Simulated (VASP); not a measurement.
Set up this calculation in VASP 6.6.1, as the native input.

```
Task                   : single point
Functional             : PBE
Potentials or basis    : VASP PAW PBE potentials, release 64 (Ca_sv)
Cutoff                 : 600 eV
k mesh                 : 6 × 6 × 1
Occupations            : fermi-dirac, width 0.05 eV
Spin                   : no spin polarisation
Dipole correction      : yes
Further INCAR settings : ALGO = Fast; EDIFF = 1e-06
```

The structure of Ca lies in POSCAR:

```
Ca
1.0
    3.8460739625      0.0000000000      0.0000000000
   -1.5604914631      3.5152740033      0.0000000000
    0.0000000000      0.0000000000     24.5634691924
Ca
4
Direct
    0.1372894880      0.8627105120      0.3053314636
    0.5621491467      0.4378508533      0.4351104879
    0.9870088054      0.0129911946      0.5648895121
    0.4118684641      0.5881315359      0.6946685364
```

These files were run (other wordings do the same):

INCAR

```
ALGO = Fast
DIPOL = 0.5 0.5 0.500
EDIFF = 1E-6
ENCUT = 600
GGA = PE
IDIPOL = 3
ISIF = 2
ISMEAR = -1
LASPH = T
LCHARG = F
LDIPOL = T
LREAL = F
LWAVE = F
NELM = 60
PREC = Accurate
SIGMA = 0.05
```

KPOINTS

```
k-points
0
Gamma
  6 6 1
```

Potentials or basis: VASP PAW PBE potentials, release 64 (Ca_sv).

Run with:

```bash
$ cat potpaw_PBE.64/Ca_sv/POTCAR > POTCAR
$ mpirun -np 1 vasp_std > vasp.out
```

It gave:

```
Largest force          : 0.080 eV/Å
Band gap on the k mesh : none (metal or under the smearing width)
```

Run time: 7.3 min on 1 thread of Intel(R) Xeon(R) Platinum 8259CL CPU @ 2.50GHz (Skylake/Cascade Lake) (shared host), peak memory 0.51 GiB.
